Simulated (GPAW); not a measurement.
Input of a GPAW 26.7.0 run:

The input run.py:

```python
import spglib
from ase import Atoms
from ase.dft.bandgap import bandgap
from ase.io import read, write
from ase.units import GPa
from gpaw import GPAW, PW, setup_paths

setup_paths.insert(0, '.')

atoms = read('NiO.cif')
cell, positions, numbers = spglib.find_primitive(
    (atoms.cell[:], atoms.get_scaled_positions(), atoms.numbers), symprec=1e-4)
atoms = Atoms(numbers, cell=cell, scaled_positions=positions, pbc=True)
atoms.set_initial_magnetic_moments([1.0, 0.0])

calc = GPAW(mode=PW(800),
            xc='PBEsol',
            kpts={'size': (8, 8, 8), 'gamma': True},
            occupations={'name': 'fermi-dirac', 'width': 0.05},
            nbands=22,
            convergence={'density': 1e-05, 'energy': 1e-05},
            maxiter=150,
            txt='gpaw.txt')
atoms.calc = calc
energy = atoms.get_potential_energy()
forces = atoms.get_forces()
stress = atoms.get_stress()
calc.write('gs.gpw')
write('result.traj', atoms)
print(f'Energy: {energy:.6f} eV')
print('Forces (eV/A):')
print(forces.round(4))
print('Stress (GPa):', (stress / GPa).round(3))
print('Moments:', calc.get_magnetic_moments().round(3))
print('Fermi level:', round(calc.get_fermi_level(), 4), 'eV')
print(f'Gap: {bandgap(calc)[0]:.4f} eV, direct: {bandgap(calc, direct=True)[0]:.4f} eV')

path = atoms.cell.bandpath('GXWKGLUWLK,UX', npoints=60, eps=1e-4)
bs_calc = calc.fixed_density(kpts=path, symmetry='off', nbands=31,
                             convergence={'bands': 'CBM+6.0', 'eigenstates': 1e-6}, txt='bands.txt')
bs = bs_calc.band_structure()
bs.write('bs.json')
print(f'Gap on the path: {bandgap(bs_calc)[0]:.4f} eV')
```

File NiO.cif:

```cif
data_NiO
_cell_length_a 4.17180328
_cell_length_b 4.17180328
_cell_length_c 4.17180328
_cell_angle_alpha 90.00000000
_cell_angle_beta 90.00000000
_cell_angle_gamma 90.00000000
_space_group_name_H-M_alt 'Fm-3m'
_space_group_name_Hall '-F 4 2 3'
_space_group_IT_number 225
loop_
_space_group_symop_operation_xyz
'x,y,z'
'-x,-y,-z'
'-y,x,z'
'y,-x,-z'
'-x,-y,z'
'x,y,-z'
'y,-x,z'
'-y,x,-z'
'x,-y,-z'
'-x,y,z'
'-y,-x,-z'
'y,x,z'
'-x,y,-z'
'x,-y,z'
'y,x,-z'
'-y,-x,z'
'z,x,y'
'-z,-x,-y'
'z,-y,x'
'-z,y,-x'
'z,-x,-y'
'-z,x,y'
'z,y,-x'
'-z,-y,x'
'-z,x,-y'
'z,-x,y'
'-z,-y,-x'
'z,y,x'
'-z,-x,y'
'z,x,-y'
'-z,y,x'
'z,-y,-x'
'y,z,x'
'-y,-z,-x'
'x,z,-y'
'-x,-z,y'
'-y,z,-x'
'y,-z,x'
'-x,z,y'
'x,-z,-y'
'-y,-z,x'
'y,z,-x'
'-x,-z,-y'
'x,z,y'
'y,-z,-x'
'-y,z,x'
'x,-z,y'
'-x,z,-y'
'x,y+1/2,z+1/2'
'-x,-y+1/2,-z+1/2'
'-y,x+1/2,z+1/2'
'y,-x+1/2,-z+1/2'
'-x,-y+1/2,z+1/2'
'x,y+1/2,-z+1/2'
'y,-x+1/2,z+1/2'
'-y,x+1/2,-z+1/2'
'x,-y+1/2,-z+1/2'
'-x,y+1/2,z+1/2'
'-y,-x+1/2,-z+1/2'
'y,x+1/2,z+1/2'
'-x,y+1/2,-z+1/2'
[... 41 lines left out ...]
'y+1/2,-x,z+1/2'
'-y+1/2,x,-z+1/2'
'x+1/2,-y,-z+1/2'
'-x+1/2,y,z+1/2'
'-y+1/2,-x,-z+1/2'
'y+1/2,x,z+1/2'
'-x+1/2,y,-z+1/2'
'x+1/2,-y,z+1/2'
'y+1/2,x,-z+1/2'
'-y+1/2,-x,z+1/2'
'z+1/2,x,y+1/2'
'-z+1/2,-x,-y+1/2'
'z+1/2,-y,x+1/2'
'-z+1/2,y,-x+1/2'
'z+1/2,-x,-y+1/2'
'-z+1/2,x,y+1/2'
'z+1/2,y,-x+1/2'
'-z+1/2,-y,x+1/2'
'-z+1/2,x,-y+1/2'
'z+1/2,-x,y+1/2'
'-z+1/2,-y,-x+1/2'
'z+1/2,y,x+1/2'
'-z+1/2,-x,y+1/2'
'z+1/2,x,-y+1/2'
'-z+1/2,y,x+1/2'
'z+1/2,-y,-x+1/2'
'y+1/2,z,x+1/2'
'-y+1/2,-z,-x+1/2'
'x+1/2,z,-y+1/2'
'-x+1/2,-z,y+1/2'
'-y+1/2,z,-x+1/2'
'y+1/2,-z,x+1/2'
'-x+1/2,z,y+1/2'
'x+1/2,-z,-y+1/2'
'-y+1/2,-z,x+1/2'
'y+1/2,z,-x+1/2'
'-x+1/2,-z,-y+1/2'
'x+1/2,z,y+1/2'
'y+1/2,-z,-x+1/2'
'-y+1/2,z,x+1/2'
'x+1/2,-z,y+1/2'
'-x+1/2,z,-y+1/2'
'x+1/2,y+1/2,z'
'-x+1/2,-y+1/2,-z'
'-y+1/2,x+1/2,z'
'y+1/2,-x+1/2,-z'
'-x+1/2,-y+1/2,z'
'x+1/2,y+1/2,-z'
'y+1/2,-x+1/2,z'
'-y+1/2,x+1/2,-z'
'x+1/2,-y+1/2,-z'
'-x+1/2,y+1/2,z'
'-y+1/2,-x+1/2,-z'
'y+1/2,x+1/2,z'
'-x+1/2,y+1/2,-z'
'x+1/2,-y+1/2,z'
'y+1/2,x+1/2,-z'
'-y+1/2,-x+1/2,z'
'z+1/2,x+1/2,y'
'-z+1/2,-x+1/2,-y'
'z+1/2,-y+1/2,x'
'-z+1/2,y+1/2,-x'
'z+1/2,-x+1/2,-y'
'-z+1/2,x+1/2,y'
'z+1/2,y+1/2,-x'
'-z+1/2,-y+1/2,x'
'-z+1/2,x+1/2,-y'
'z+1/2,-x+1/2,y'
'-z+1/2,-y+1/2,-x'
'z+1/2,y+1/2,x'
'-z+1/2,-x+1/2,y'
'z+1/2,x+1/2,-y'
'-z+1/2,y+1/2,x'
'z+1/2,-y+1/2,-x'
'y+1/2,z+1/2,x'
'-y+1/2,-z+1/2,-x'
'x+1/2,z+1/2,-y'
'-x+1/2,-z+1/2,y'
'-y+1/2,z+1/2,-x'
'y+1/2,-z+1/2,x'
'-x+1/2,z+1/2,y'
'x+1/2,-z+1/2,-y'
'-y+1/2,-z+1/2,x'
'y+1/2,z+1/2,-x'
'-x+1/2,-z+1/2,-y'
'x+1/2,z+1/2,y'
'y+1/2,-z+1/2,-x'
'-y+1/2,z+1/2,x'
'x+1/2,-z+1/2,y'
'-x+1/2,z+1/2,-y'
loop_
_atom_site_label
_atom_site_type_symbol
_atom_site_symmetry_multiplicity
_atom_site_Wyckoff_symbol
_atom_site_fract_x
_atom_site_fract_y
_atom_site_fract_z
_atom_site_occupancy
Ni1 Ni 4 a 0.0000000000 0.0000000000 0.0000000000 1
O1 O 4 b 0.5000000000 0.0000000000 0.0000000000 1
```

Potentials or basis: PAW data sets generated in the run's folder for this functional, pw.

Launch:

```console
$ gpaw-setup -f PBEsol Ni O
$ OMP_NUM_THREADS=1 python run.py
```

Problem. Predict the site moments.

Solution. Ni +0.92; O +0.11 μB.

Problem. Estimate the pressure.

Solution. -5.5 GPa.

Problem. Predict the band gap along the path.

Solution. None (metal or under the smearing width).

Levels at the corners of the path, in eV from the Fermi level:
Spin up:
```tsv
point	band 8	band 9	band 10	band 11	band 12	band 13
Γ	-2.52	-2.52	-2.35	-2.35	-2.35	1.27
X	-3.33	-2.13	-1.56	-1.23	-1.23	5.94
W	-1.70	-1.61	-1.61	-1.23	-0.75	8.28
K	-2.26	-1.37	-1.32	-1.16	-0.72	7.57
Γ	-2.52	-2.52	-2.35	-2.35	-2.35	1.27
L	-1.54	-1.54	-1.09	0.67	0.67	5.22
U	-2.26	-1.37	-1.32	-1.16	-0.72	7.57
W	-1.70	-1.61	-1.61	-1.23	-0.75	8.28
L	-1.54	-1.54	-1.09	0.67	0.67	5.22
K	-2.26	-1.37	-1.32	-1.16	-0.72	7.57
U	-2.26	-1.37	-1.32	-1.16	-0.72	7.57
X	-3.33	-2.13	-1.56	-1.23	-1.23	5.94
```
Spin down:
| point | band 7 | band 8 | band 9 | band 10 | band 11 | band 12 | band 13 |
| --- | --- | --- | --- | --- | --- | --- | --- |
| Γ | -3.05 | -1.78 | -1.78 | -1.78 | -1.05 | -1.05 | 1.48 |
| X | -4.39 | -2.84 | -0.60 | -0.59 | -0.59 | -0.04 | 6.22 |
| W | -5.68 | -1.04 | -1.04 | -0.59 | -0.18 | 0.58 | 8.61 |
| K | -4.93 | -1.66 | -0.74 | -0.54 | 0.10 | 0.59 | 7.85 |
| Γ | -3.05 | -1.78 | -1.78 | -1.78 | -1.05 | -1.05 | 1.48 |
| L | -5.30 | -0.85 | -0.85 | -0.50 | 1.84 | 1.84 | 5.33 |
| U | -4.93 | -1.66 | -0.74 | -0.54 | 0.10 | 0.59 | 7.85 |
| W | -5.68 | -1.04 | -1.04 | -0.59 | -0.18 | 0.58 | 8.61 |
| L | -5.30 | -0.85 | -0.85 | -0.50 | 1.84 | 1.84 | 5.33 |
| K | -4.93 | -1.66 | -0.74 | -0.54 | 0.10 | 0.59 | 7.85 |
| U | -4.93 | -1.66 | -0.74 | -0.54 | 0.10 | 0.59 | 7.85 |
| X | -4.39 | -2.84 | -0.60 | -0.59 | -0.59 | -0.04 | 6.22 |

Caveat: the stock nickel data set gives pressures a few GPa off other programs; a cell with one magnetic atom can't hold antiferromagnetic order, which such compounds often take; semilocal functionals often make such compounds metallic where correlation or magnetic order opens a gap, which also shifts bond lengths.

**What was measured.**

From “Local correlations, non-local screening, multiplets, and band formation in NiO”, 2012, arxiv:1210.6675, for a bulk crystal of NiO: band gap 4.3 eV.

Measured gap of NiO: 4.3 eV (quoted in “Local correlations, non-local screening, multiplets, and band formation in NiO”, 2012, arxiv:1210.6675). This calculation gives 0.00 eV (-4.30 eV). So large a miss can be the level of theory's own, or it may mean another phase, state or a wrong row. The value is that of PBEsol, without temperature or zero-point motion. Semilocal functionals fall short of measured gaps as a rule. The run's magnetic order (collinear spin, ferromagnetic start) needn't be the measured crystal's.
